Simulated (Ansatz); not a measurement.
# RbBr: how the settings move a single-point run

Question: which choices in the input matter for RbBr? The cell is built on a prototype (zincblende) and needn't be the phase found in nature.

Method: reference: DFT, HSE06, plane waves, PAW, in Ansatz 0.2.0.

1 further run of the same task is left out (it didn't finish). Runs told in other sessions of the task aren't counted.

### Step 1. The system as given

Symmetry: F-43m, No. 216, cubic system. Conventional cell: a = 7.739 Å, b = 7.739 Å, c = 7.739 Å, α = 90.00°, β = 90.00°, γ = 90.00°. Rb (site symmetry -43m) has 4 Br at 3.35 Å in its first shell of neighbours. Br (site symmetry -43m) is surrounded by 4 Rb at 3.35 Å.

Structure file:

```cif
data_structure
_symmetry_space_group_name_H-M 'F-43m'
_symmetry_Int_Tables_number 216
_cell_length_a 7.7390
_cell_length_b 7.7390
_cell_length_c 7.7390
_cell_angle_alpha 90.000
_cell_angle_beta 90.000
_cell_angle_gamma 90.000
_cell_volume 463.50
loop_
_atom_site_label
_atom_site_type_symbol
_atom_site_symmetry_multiplicity
_atom_site_Wyckoff_symbol
_atom_site_fract_x
_atom_site_fract_y
_atom_site_fract_z
_atom_site_occupancy
Rb1 Rb 4 a 0.00000 0.00000 0.00000 1
Br1 Br 4 d 0.25000 0.25000 0.75000 1
```

### Step 2. Reference

Input file input.yaml:

```yaml
crystal:
  lattice:
    - [0.0, 3.8694968646, 3.8694968646]
    - [3.8694968646, 0.0, 3.8694968646]
    - [3.8694968646, 3.8694968646, 0.0]
  atoms:
    - { symbol: Rb, position: [0.0, 0.0, 0.0] }
    - { symbol: Br, position: [0.25, 0.25, 0.25] }
kpoints:
  mp_grid: { grid: [4, 4, 4] }
hamiltonian:
  xc: hse06
scf:
  occupations: { method: fixed }
  n_extra_bands: 4
output:
  forces: true
  stress: true
  eigenvalues: true
```

Launch:

```console
$ ansatz run input.yaml --threads 4 --pin off --max-ram 3686MiB --backend cpu --events-out ev --progress --plain --runs-dir out
```

### Step 3. Changed: q_mesh [1, 1, 1]

input.yaml: that of step 2 with these lines changed.

```diff
@@ -15,2 +15,3 @@
   n_extra_bands: 4
+  exx: { q_mesh: [1, 1, 1] }
 output:
```

### Step 4. A further run, with the input changed

input.yaml: that of step 2 with these lines changed.

```diff
@@ -14,3 +14,3 @@
   occupations: { method: fixed }
-  n_extra_bands: 4
+  n_extra_bands: 0
 output:
```

(Steps that only read results are left out.)

**Question.** What will these runs give? Wanted: for each run, ending; energy change; pressure; gap; force.

**Answer**, as computed:

```
                run     ending  energy change  pressure (GPa)  gap (eV)  force (eV/Å)  cycles  time
          reference  converged              0             0.1      5.17          0.00      10  14 s
1: q_mesh [1, 1, 1]  converged              -             0.1      5.17          0.00      10  14 s
 2: n_extra_bands 0  converged   0.0 meV/atom             0.1      5.17          0.00      10  14 s
```

Residual by cycle in the longest SCF loop of each run; runs are numbered as in the table. The quantity is the density residual dr2, in eV.

```
cycle  reference    run 1    run 2
    1    0.00697  0.00697  0.00698
    2     8.0e-4   8.0e-4   7.9e-4
    3     1.9e-4   1.9e-4   2.1e-4
    4     5.9e-6   5.9e-6   5.4e-6
    5     7.8e-7   7.8e-7   9.4e-7
```

What this shows: «n_extra_bands 0» leaves the energy as it was.
